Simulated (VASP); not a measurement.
C: single point with PBE

C:

```
CELL_PARAMETERS angstrom
0.00000 1.78012 1.71123
1.78012 0.00000 1.71123
1.78012 1.78012 0.00000
ATOMIC_POSITIONS crystal
C 0.00000 0.00000 0.00000
C 0.25000 0.25000 0.25000
```

The cell isn't the ideal one: uniaxial_z strain -3.9%.

```json
{"Program": "VASP 6.6.1", "Task": "single point", "Functional": "PBE", "Potentials or basis": "VASP PAW PBE potentials, release 64 (C)", "Cutoff": "520 eV", "k mesh": "12 × 12 × 12", "Occupations": "fermi-dirac, width 0.02 eV", "Spin": "no spin polarisation"}
```

```json
{"Pressure": "24.1 GPa", "Band gap on the k mesh": "3.24 eV, indirect (least direct gap 5.00 eV)"}
```

Stress tensor (GPa, compression positive):
```
11.81  0.00  0.00
 0.00 11.81  0.00
 0.00  0.00 48.70
```

Levels at points of the mesh, in eV from the valence-band top:
```tsv
k point	band 1	band 2	band 3	band 4	band 5	band 6	band 7	band 8
(0.00, 0.00, 0.00)	-22.48	-0.59	-0.59	0.00	5.00	5.50	5.50	13.96
(0.50, 0.00, 0.00)	-16.44	-14.27	-3.66	-2.95	7.94	8.07	9.57	15.74
(0.50, 0.50, 0.00)	-13.05	-13.05	-7.36	-7.36	3.83	3.83	17.23	17.23
(0.50, 0.00, 0.50)	-13.69	-13.69	-6.75	-6.75	4.79	4.79	16.96	16.96
```

It took 15 s on 1 thread of Intel(R) Xeon(R) Platinum 8488C (Sapphire Rapids) (shared host), peak memory 0.12 GiB.

Caveat: so large a pressure means that the cell lies far from this level's equilibrium, or that cutoff or potentials fall short. A k mesh can miss the band edges.
